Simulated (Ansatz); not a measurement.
**Pressure against volume: BaS**

Space group Fm-3m (No. 225). a = 6.388 Å, b = 6.388 Å, c = 6.388 Å, α = 90.00°, β = 90.00°, γ = 90.00°
```tsv
atom	site	symmetry	x	y	z
Ba	4a	m-3m	0.0000	0.0000	0.0000
S	4b	m-3m	0.5000	0.0000	0.0000
```

The runs use the primitive cell with vectors (0.000, 3.194, 3.194), (3.194, 0.000, 3.194), (3.194, 3.194, 0.000) Å, to which the k mesh refers.

The cell is COD entry 9008600, as deposited and not checked against the literature; nothing was relaxed.

No spin–orbit coupling, which matters for the heavy atoms here.

All numbers are computed: DFT, PBEsol, all-electron LAPW, scalar-relativistic (Ansatz 0.2.0); DFT, PBEsol, PAW with Ansatz's default frozen-core files, scalar-relativistic (Ansatz 0.2.0).

For LAPW: a Γ-centred 8×8×8 k mesh, Fermi–Dirac smearing of 0.02 eV, basis error target 0.25 meV/atom, no spin polarisation. PAW takes a cutoff of 420 eV at this cell (files made with PBE, cores remade for this functional). The Ansatz runs share mesh, smearing and spin set-up. Plane-wave (PAW) pressures include the program's estimate of the Pulay term.

The cell above is scaled evenly, with fractional coordinates and shape held.

| V/V(cell) | V (Å³/atom) | P, LAPW (GPa) | P, PAW (GPa) | gap on the k mesh, LAPW (eV) |
| --- | --- | --- | --- | --- |
| 0.9400 | 30.622 | 1.79 | 1.79 | 1.97 |
| 0.9500 | 30.948 | 1.23 | 1.23 | 1.99 |
| 0.9600 | 31.273 | 0.70 | 0.70 | 2.01 |
| 0.9750 | 31.762 | -0.04 | -0.04 | 2.04 |
| 0.9800 | 31.925 | -0.28 | -0.28 | 2.05 |
| 0.9900 | 32.251 | -0.73 | -0.73 | 2.07 |
| 1.0000 | 32.576 | -1.15 | -1.15 | 2.08 |
| 1.0100 | 32.902 | -1.55 | -1.55 | 2.10 |
| 1.0200 | 33.228 | -1.93 | -1.93 | 2.11 |
| 1.0250 | 33.391 | -2.11 | -2.11 | 2.12 |
| 1.0400 | 33.879 | -2.63 | -2.63 | 2.14 |
| 1.0500 | 34.205 | -2.95 | -2.95 | 2.15 |
| 1.0600 | 34.531 | -3.25 | -3.25 | 2.16 |

Q: What do Birch–Murnaghan fits to the pressures give?

A: LAPW: V0 = 31.73 Å³/atom, B0 = 46 GPa, B0′ = 4.5; PAW: V0 = 31.73 Å³/atom, B0 = 46 GPa, B0′ = 4.5.

PAW's V0 lies 0.00 % from the all-electron value and its B0 0.0 %. Symmetry fixes shape and coordinates here, so this is the relaxed modulus.
